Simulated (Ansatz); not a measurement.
Base run

Ansatz input (lattice in Å, positions in fractions of it; a bare `kind: paw` takes the build's default datasets)
```yaml
crystal:
  lattice:
    - [3.170288, 0.027763, -0.013348]
    - [-1.561101, 2.694676, 0.018421]
    - [-0.052469, 0.053319, 12.501327]
  atoms:
    - { symbol: W, position: [0.52938, 0.836169, 0.199175] }
    - { symbol: W, position: [0.871409, 0.510402, 0.698577] }
    - { symbol: S, position: [0.546293, 0.82912, 0.556799] }
    - { symbol: S, position: [0.883841, 0.515469, 0.063704] }
    - { symbol: S, position: [0.550435, 0.826889, 0.818642] }
    - { symbol: S, position: [0.927188, 0.498244, 0.319317] }
kpoints:
  mp_grid: { grid: [4, 4, 1] }
hamiltonian:
  xc: hse06
  pseudopotentials: { kind: paw }
scf:
  occupations: { method: fermi_dirac, width: 0.15 }
output:
  forces: true
  stress: true
```

The calculation used Ansatz, HSE06, plane waves, PAW datasets (generated soft set 1).

The cutoff used is 420 eV.

The stress includes the program's correction for the finite plane-wave basis.

It gives a pressure of -2.39 GPa and an rms force of 3.366 eV/Å, with a gap of 1.59 eV on the mesh.

(1) What changes with the regularized exchange singularity in place of the Wigner–Seitz cut?

Answers

(1) The pressure decreases by 0.04 GPa, the forces move by 1.1 meV/Å (rms), the gap is unchanged to within 0.01 eV, and the free energy changes by -1.52 meV/atom.

A gap read on the mesh is an upper bound of this method's gap, since the mesh can miss a band edge. The k-mesh is modest, so these values aren't fully converged in k. Spin–orbit coupling is left out; with heavy elements it can shift the gap and split levels by tenths of an eV.
